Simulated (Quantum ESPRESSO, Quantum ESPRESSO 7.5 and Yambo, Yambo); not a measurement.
## Quasiparticle gap of ZnSe (Stilleite) in Yambo

Wanted: ground state, empty states, screening and self-energy for ZnSe (Stilleite).

Main program and level: Quantum ESPRESSO 7.5 and Yambo 5.3.0; PBE and many-body steps on it, plane waves.

**Experimental background.**

- Gap 2.695 ± 0.003 eV: excitonic gap from free-exciton PL, not corrected for exciton binding; photoluminescence; 300 K; bulk crystal (Bridgman-grown crystal, polished and etched) (“Alloy Disordering Effects on the Thermal Conductivity and Energy Gap Temperature Dependence of Cd1−xZnxSe Ternary Crystals Grown by the Bridgman Method”, 2023, pmc:10253836).

### 1. The starting structure

The structure is cubic, space group F-43m (No. 216). Conventional cell: a = 5.668 Å, b = 5.668 Å, c = 5.668 Å, α = 90.00°, β = 90.00°, γ = 90.00°. Nearest to Zn lie 4 Se at 2.45 Å. Nearest to Se lie 4 Zn at 2.45 Å. Farther neighbours and most contacts between anions are not listed.

The cell and positions come from the Crystallography Open Database and are kept as given unless a step says otherwise.

### 2. Ground state

This step: Quantum ESPRESSO 7.5; DFT, PBE, plane waves, norm-conserving pseudopotentials.

The ground-state density comes first.

Contents of pw.in:

```
&control
  calculation = 'scf'
  prefix = 'x'
  outdir = 'o'
  pseudo_dir = 'pseudo'
/
&system
  ibrav = 0
  nat = 2
  ntyp = 2
  ecutwfc = 78.0
  nbnd = 23
  force_symmorphic = .true.
/
&electrons
  conv_thr = 1e-10
  electron_maxstep = 80
  mixing_beta = 0.5
/
ATOMIC_SPECIES
  Zn 65.38 Zn.upf
  Se 78.971 Se.upf
CELL_PARAMETERS angstrom
  -0.0000000000 2.8338000000 2.8338000000
  2.8338000000 -0.0000000000 2.8338000000
  2.8338000000 2.8338000000 0.0000000000
ATOMIC_POSITIONS crystal
  Zn 0.0000000000 0.0000000000 0.0000000000
  Se 0.2500000000 0.2500000000 0.2500000000
K_POINTS automatic
  6 6 6 0 0 0
```

Run with:

```
$ OMP_NUM_THREADS=1 mpirun -n 4 pw.x -nk 4 -in pw.in > pw.out
```

Output:

```text
Program PWSCF v.7.5 starts

     This program is part of the open-source Quantum ESPRESSO suite
     for quantum simulation of materials; please cite
         "P. Giannozzi et al., J. Phys.:Condens. Matter 21 395502 (2009);
         "P. Giannozzi et al., J. Phys.:Condens. Matter 29 465901 (2017);
         "P. Giannozzi et al., J. Chem. Phys. 152 154105 (2020);
     in publications or presentations arising from this work. More details at
     Message from routine setup:
     using ibrav=0 with symmetry is DISCOURAGED, use correct ibrav instead

     G-vector sticks info

     bravais-lattice index     =            0
     lattice parameter (alat)  =       7.5733  a.u.
     unit-cell volume          =     307.1384 (a.u.)^3
     number of atoms/cell      =            2
     number of atomic types    =            2
     number of electrons       =        36.00
     number of Kohn-Sham states=           23
     kinetic-energy cutoff     =      78.0000  Ry
     charge density cutoff     =     312.0000  Ry
     scf convergence threshold =      1.0E-10
     mixing beta               =       0.5000
     number of iterations used =            8  plain     mixing
     Exchange-correlation= PBE
                           (   1   4   3   4   0   0   0)

     celldm(1)=   7.573263  celldm(2)=   0.000000  celldm(3)=   0.000000
     celldm(4)=   0.000000  celldm(5)=   0.000000  celldm(6)=   0.000000

     crystal axes: (cart. coord. in units of alat)
               a(1) = (  -0.000000   0.707107   0.707107 )
               a(2) = (   0.707107  -0.000000   0.707107 )
               a(3) = (   0.707107   0.707107   0.000000 )

     reciprocal axes: (cart. coord. in units 2 pi/alat)
               b(1) = ( -0.707107  0.707107  0.707107 )
               b(2) = (  0.707107 -0.707107  0.707107 )
               b(3) = (  0.707107  0.707107 -0.707107 )
     Pseudo is Norm-conserving + core correction, Zval = 20.0
     Generated using ONCVPSP code by D. R. Hamann
     Using radial grid of 1326 points,  6 beta functions with:
     Pseudo is Norm-conserving + core correction, Zval = 16.0
     Generated using ONCVPSP code by D. R. Hamann
     Using radial grid of 1214 points,  6 beta functions with:
     Zn               20.00    65.38000     Zn( 1.00)
     Se               16.00    78.97100     Se( 1.00)

     24 Sym. Ops. (no inversion) found

   Cartesian axes

     site n.     atom                  positions (alat units)
         1        Zn     tau(   1) = (   0.0000000   0.0000000   0.0000000  )
         2        Se     tau(   2) = (   0.3535534   0.3535534   0.3535534  )

     number of k points=    16
                       cart. coord. in units 2pi/alat
        k(    1) = (   0.0000000   0.0000000   0.0000000), wk =   0.0092593
        k(    2) = (   0.1178511   0.1178511  -0.1178511), wk =   0.0740741
        k(    3) = (   0.2357023   0.2357023  -0.2357023), wk =   0.0740741
        k(    4) = (  -0.3535534  -0.3535534   0.3535534), wk =   0.0370370
        k(    5) = (   0.2357023   0.0000000  -0.0000000), wk =   0.0555556
        k(    6) = (   0.3535534   0.1178511  -0.1178511), wk =   0.2222222
        k(    7) = (  -0.2357023  -0.4714045   0.4714045), wk =   0.2222222
        k(    8) = (  -0.1178511  -0.3535534   0.3535534), wk =   0.2222222
        k(    9) = (   0.0000000  -0.2357023   0.2357023), wk =   0.1111111
        k(   10) = (   0.4714045   0.0000000  -0.0000000), wk =   0.0555556
     [... 4 further rows ...]
        k(   15) = (  -0.1178511  -0.3535534   0.5892557), wk =   0.2222222
        k(   16) = (  -0.7071068   0.2357023   0.0000000), wk =   0.1111111

     Dense  grid:    28571 G-vectors     FFT dimensions: (  45,  45,  45)

     Initial potential from superposition of free atoms

     starting charge      35.9998, renormalised to      36.0000
     Starting wfcs are   19 randomized atomic wfcs +    4 random wfcs

     per-process dynamical memory:    28.1 Mb

     Self-consistent Calculation

     iteration #  1     ecut=    78.00 Ry     beta= 0.50

     Threshold (ethr) on eigenvalues was too large:
     Diagonalizing with lowered threshold

     total energy              =    -660.64207303 Ry
     estimated scf accuracy    <       0.06811254 Ry

     iteration #  2     ecut=    78.00 Ry     beta= 0.50

     total energy              =    -660.65831331 Ry
     estimated scf accuracy    <       0.00708183 Ry

     iteration #  3     ecut=    78.00 Ry     beta= 0.50

     total energy              =    -660.65920769 Ry
     estimated scf accuracy    <       0.00094561 Ry

     iteration #  4     ecut=    78.00 Ry     beta= 0.50

     total energy              =    -660.65926432 Ry
     estimated scf accuracy    <       0.00003810 Ry

     iteration #  5     ecut=    78.00 Ry     beta= 0.50

     total energy              =    -660.65926908 Ry
     estimated scf accuracy    <       0.00000252 Ry

     iteration #  6     ecut=    78.00 Ry     beta= 0.50

     total energy              =    -660.65926944 Ry
     estimated scf accuracy    <       0.00000018 Ry

     iteration #  7     ecut=    78.00 Ry     beta= 0.50

     total energy              =    -660.65926950 Ry
     estimated scf accuracy    <       0.00000004 Ry

     iteration #  8     ecut=    78.00 Ry     beta= 0.50

     total energy              =    -660.65926951 Ry
     estimated scf accuracy    <          2.7E-09 Ry

     iteration #  9     ecut=    78.00 Ry     beta= 0.50

     total energy              =    -660.65926951 Ry
     estimated scf accuracy    <          1.8E-09 Ry

     iteration # 10     ecut=    78.00 Ry     beta= 0.50

     End of self-consistent calculation

          k = 0.0000 0.0000 0.0000 (  3527 PWs)   bands (ev):

  -116.8591 -71.0175 -71.0175 -71.0175 -38.5284 -38.5284 -38.5284 -38.5236
   -38.5236  -4.8727   1.8457   1.8457   1.8457   2.2140   2.2140   8.3862
     8.3862   8.3862   9.6743  14.2008  14.2008  14.2008  18.3302

          k = 0.1179 0.1179-0.1179 (  3593 PWs)   bands (ev):

  -116.8591 -71.0176 -71.0176 -71.0176 -38.5286 -38.5286 -38.5286 -38.5238
   -38.5238  -4.6984   1.8621   1.8722   1.8722   2.2123   2.2123   6.4827
     8.1342   8.1342  10.9376  14.2659  14.6030  14.6030  18.8674

          k = 0.2357 0.2357-0.2357 (  3561 PWs)   bands (ev):

  -116.8591 -71.0176 -71.0176 -71.0176 -38.5284 -38.5284 -38.5284 -38.5237
   -38.5237  -4.3075   1.9168   1.9168   2.0164   2.2207   2.2207   4.3333
     7.7074   7.7074  11.0698  14.8746  14.8746  15.9568  18.8226

          k =-0.3536-0.3536 0.3536 (  3582 PWs)   bands (ev):

     [... further k-points ...]

     highest occupied, lowest unoccupied level (ev):     8.3862    9.6743

!    total energy              =    -660.65926951 Ry
     estimated scf accuracy    <          3.5E-11 Ry

     The total energy is the sum of the following terms:
     one-electron contribution =    -488.46720630 Ry
     hartree contribution      =     249.95218777 Ry
     xc contribution           =     -93.40112130 Ry
     ewald contribution        =    -328.74312968 Ry

     convergence has been achieved in  10 iterations

     XML data file, charge density, pseudopotentials, collected wavefunctions

=------------------------------------------------------------------------------=
   JOB DONE.
=------------------------------------------------------------------------------=
```

Run time: 7.8 s. Hardware: 4 MPI ranks of Arm Neoverse V1, shared host; peak memory 0.28 GiB; 31 s of CPU time.

Numbers from this step:

| Item | Value |
| --- | --- |
| total energy | -8988.7273 eV |
| gap | 1.288 eV |
| k of the valence top | 0, 0, 0 |
| k of the conduction bottom | 0, 0, 0 |
| least direct gap | 1.288 eV |

The gap is direct, at Γ.

### 3. Bands along the symmetry lines

Levels along a band path, at the cheap level, show where the edges lie and whether the meshes to come will hold them.

Contents of pw.in:

```
&control
  calculation = 'bands'
  prefix = 'x'
  outdir = 'o'
  pseudo_dir = 'pseudo'
/
&system
  ibrav = 0
  nat = 2
  ntyp = 2
  ecutwfc = 78.0
  nbnd = 24
  force_symmorphic = .true.
/
&electrons
  conv_thr = 1e-9
  electron_maxstep = 80
  diago_full_acc = .true.
  diago_thr_init = 5e-6
/
ATOMIC_SPECIES
  Zn 65.38 Zn.upf
  Se 78.971 Se.upf
CELL_PARAMETERS angstrom
  -0.0000000000 2.8338000000 2.8338000000
  2.8338000000 -0.0000000000 2.8338000000
  2.8338000000 2.8338000000 0.0000000000
ATOMIC_POSITIONS crystal
  Zn 0.0000000000 0.0000000000 0.0000000000
  Se 0.2500000000 0.2500000000 0.2500000000
K_POINTS crystal
  50
  0.00000000 0.00000000 0.00000000 1
  -0.06250000 -0.06250000 0.00000000 1
  -0.12500000 -0.12500000 0.00000000 1
  -0.18750000 -0.18750000 0.00000000 1
  -0.25000000 -0.25000000 0.00000000 1
  -0.31250000 -0.31250000 0.00000000 1
  -0.37500000 -0.37500000 0.00000000 1
  -0.43750000 -0.43750000 0.00000000 1
  -0.50000000 -0.50000000 0.00000000 1
  -0.48437500 -0.48437500 0.03125000 1
  -0.46875000 -0.46875000 0.06250000 1
  -0.45312500 -0.45312500 0.09375000 1
  -0.43750000 -0.43750000 0.12500000 1
  -0.42187500 -0.42187500 0.15625000 1
  -0.40625000 -0.40625000 0.18750000 1
  -0.39062500 -0.39062500 0.21875000 1
  -0.37500000 -0.37500000 0.25000000 1
  -0.37500000 0.00000000 0.37500000 1
  -0.32812500 0.00000000 0.32812500 1
  -0.28125000 0.00000000 0.28125000 1
  -0.23437500 0.00000000 0.23437500 1
  -0.18750000 0.00000000 0.18750000 1
  -0.14062500 0.00000000 0.14062500 1
  -0.09375000 0.00000000 0.09375000 1
  -0.04687500 0.00000000 0.04687500 1
  0.00000000 0.00000000 0.00000000 1
  0.00000000 0.00000000 0.06250000 1
  0.00000000 0.00000000 0.12500000 1
  0.00000000 0.00000000 0.18750000 1
  0.00000000 0.00000000 0.25000000 1
  0.00000000 0.00000000 0.31250000 1
  0.00000000 0.00000000 0.37500000 1
  0.00000000 0.00000000 0.43750000 1
  0.00000000 0.00000000 0.50000000 1
  -0.06250000 -0.03125000 0.46875000 1
  -0.12500000 -0.06250000 0.43750000 1
  -0.18750000 -0.09375000 0.40625000 1
  -0.25000000 -0.12500000 0.37500000 1
  -0.31250000 -0.15625000 0.34375000 1
  -0.37500000 -0.18750000 0.31250000 1
  -0.43750000 -0.21875000 0.28125000 1
  -0.50000000 -0.25000000 0.25000000 1
  -0.50000000 -0.28125000 0.21875000 1
  -0.50000000 -0.31250000 0.18750000 1
  -0.50000000 -0.34375000 0.15625000 1
  -0.50000000 -0.37500000 0.12500000 1
  -0.50000000 -0.40625000 0.09375000 1
  -0.50000000 -0.43750000 0.06250000 1
  -0.50000000 -0.46875000 0.03125000 1
  -0.50000000 -0.50000000 0.00000000 1
```

Output:

```text
[banner, memory and clock lines left out]
Program PWSCF v.7.5 starts

     Atomic positions and unit cell read from directory:
     o/x.save/

     Message from routine setup:
     using ibrav=0 with symmetry is DISCOURAGED, use correct ibrav instead

     G-vector sticks info

     bravais-lattice index     =            0
     lattice parameter (alat)  =       7.5733  a.u.
     unit-cell volume          =     307.1384 (a.u.)^3
     number of atoms/cell      =            2
     number of atomic types    =            2
     number of electrons       =        36.00
     number of Kohn-Sham states=           24
     kinetic-energy cutoff     =      78.0000  Ry
     charge density cutoff     =     312.0000  Ry
     Exchange-correlation= PBE
                           (   1   4   3   4   0   0   0)

     celldm(1)=   7.573263  celldm(2)=   0.000000  celldm(3)=   0.000000
     celldm(4)=   0.000000  celldm(5)=   0.000000  celldm(6)=   0.000000

     crystal axes: (cart. coord. in units of alat)
               a(1) = (  -0.000000   0.707107   0.707107 )
               a(2) = (   0.707107  -0.000000   0.707107 )
               a(3) = (   0.707107   0.707107   0.000000 )

     reciprocal axes: (cart. coord. in units 2 pi/alat)
               b(1) = ( -0.707107  0.707107  0.707107 )
               b(2) = (  0.707107 -0.707107  0.707107 )
               b(3) = (  0.707107  0.707107 -0.707107 )
     Pseudo is Norm-conserving + core correction, Zval = 20.0
     Generated using ONCVPSP code by D. R. Hamann
     Using radial grid of 1326 points,  6 beta functions with:
     Pseudo is Norm-conserving + core correction, Zval = 16.0
     Generated using ONCVPSP code by D. R. Hamann
     Using radial grid of 1214 points,  6 beta functions with:
     Zn               20.00    65.38000     Zn( 1.00)
     Se               16.00    78.97100     Se( 1.00)

     24 Sym. Ops. (no inversion) found

   Cartesian axes

     site n.     atom                  positions (alat units)
         1        Zn     tau(   1) = (   0.0000000   0.0000000   0.0000000  )
         2        Se     tau(   2) = (   0.3535534   0.3535534   0.3535534  )

     number of k points=    50
                       cart. coord. in units 2pi/alat
        k(    1) = (   0.0000000   0.0000000   0.0000000), wk =   0.0400000
        k(    2) = (   0.0000000   0.0000000  -0.0883883), wk =   0.0400000
        k(    3) = (   0.0000000   0.0000000  -0.1767767), wk =   0.0400000
[...]
[... 38 further rows ...]
        k(   49) = (   0.0441942  -0.0000000  -0.7071068), wk =   0.0400000
        k(   50) = (   0.0000000   0.0000000  -0.7071068), wk =   0.0400000

     Dense  grid:    28571 G-vectors     FFT dimensions: (  45,  45,  45)

     The potential is recalculated from file :
     o/x.save/charge-density

     Starting wfcs are   19 randomized atomic wfcs +    5 random wfcs

     Band Structure Calculation

     End of band structure calculation

          k = 0.0000 0.0000 0.0000 (  3527 PWs)   bands (ev):

  -116.8592 -71.0176 -71.0176 -71.0176 -38.5283 -38.5283 -38.5283 -38.5235
   -38.5235  -4.8727   1.8456   1.8456   1.8456   2.2139   2.2139   8.3862
     8.3862   8.3862   9.6743  14.2008  14.2008  14.2008  18.3302  19.8773

          k = 0.0000 0.0000-0.0884 (  3587 PWs)   bands (ev):

[...]
k = 0.0000 0.0000-0.1768 (  3599 PWs)   bands (ev):

[...]
k =-0.0000 0.0000-0.2652 (  3583 PWs)   bands (ev):

[...]
k = 0.0000 0.0000-0.3536 (  3591 PWs)   bands (ev):

[...]
k = 0.0000-0.0000-0.4419 (  3559 PWs)   bands (ev):

[...]
k =-0.0000 0.0000-0.5303 (  3563 PWs)   bands (ev):

[...]
k = 0.0000-0.0000-0.6187 (  3559 PWs)   bands (ev):

[...]
k = 0.5303-0.0000-0.5303 (  3568 PWs)   bands (ev):

[...]
k = 0.0000 0.0000 0.0000 (  3527 PWs)   bands (ev):

[...]
k = 0.1326 0.0000-0.7071 (  3564 PWs)   bands (ev):

[...]
k = 0.0884-0.0000-0.7071 (  3560 PWs)   bands (ev):

[...]
k = 0.0442-0.0000-0.7071 (  3558 PWs)   bands (ev):

[...]
k = 0.0000 0.0000-0.7071 (  3572 PWs)   bands (ev):

[...]
-38.5235  -3.8165   1.8767   2.0986   2.0986   2.2623   2.3941   3.6377
     6.2046   6.2046  11.3777  11.8538  19.1130  19.6419  19.6419  22.3703

     XML data file, pseudopotentials, collected wavefunctions
```

Wall time 5.9 s (4 MPI ranks); peak memory 0.23 GiB; 23 s of CPU time.

This step gave:

- gap: 1.288 eV
- k of the valence top: 0, 0, 0
- k of the conduction bottom: 0, 0, 0
- least direct gap: 1.288 eV

The gap is 1.288 eV, as in the run before at this level.

Electronic bands along the path, in eV, zero at the top of the highest filled band:

```csv
point,band 15,band 16,band 17,band 18,band 19,band 20,band 21,band 22
Γ,-6.17,0.00,0.00,0.00,1.29,5.81,5.81,5.81
halfway,-6.15,-2.88,-1.25,-1.25,3.93,4.03,8.04,8.04
X,-5.99,-4.75,-2.18,-2.18,2.99,3.47,10.73,11.26
halfway,-5.96,-4.73,-2.56,-2.08,3.26,4.06,9.96,10.51
U,-5.91,-4.71,-3.08,-1.79,3.59,5.60,9.05,9.28
jump to K,-5.91,-4.71,-3.08,-1.79,3.59,5.60,9.05,9.28
halfway,-6.15,-3.33,-1.73,-0.49,3.79,5.97,6.67,6.69
Γ,-6.17,0.00,0.00,0.00,1.29,5.81,5.81,5.81
halfway,-6.17,-3.04,-0.48,-0.48,2.75,6.45,6.45,6.57
L,-6.01,-5.22,-0.87,-0.87,2.55,6.39,6.39,8.57
halfway,-5.96,-4.89,-2.40,-1.46,4.23,5.56,7.42,8.67
W,-5.87,-4.68,-2.76,-2.66,5.48,5.56,6.97,7.72
halfway,-5.93,-4.72,-2.48,-2.43,3.88,4.29,9.22,9.31
X,-5.99,-4.75,-2.18,-2.18,2.99,3.47,10.73,11.26
```

(Continued in part 2 of 3.)

[Paths, hosts, dates, memory and timing lines, banners, echoed tables and standing remarks are left out of the program output.]

[Logs are printed without paths, hosts, clocks, repeated set-up lines and the standing remarks that a program may print on its own settings, such as how far it seeks lower states.]

[Runs of the session that timed out or met a known fault of the program may be left out.]

[Hosts, paths, dates, database ids (printed as entryN), source tags and the programs' standing remarks are cut or masked in the printed files.]
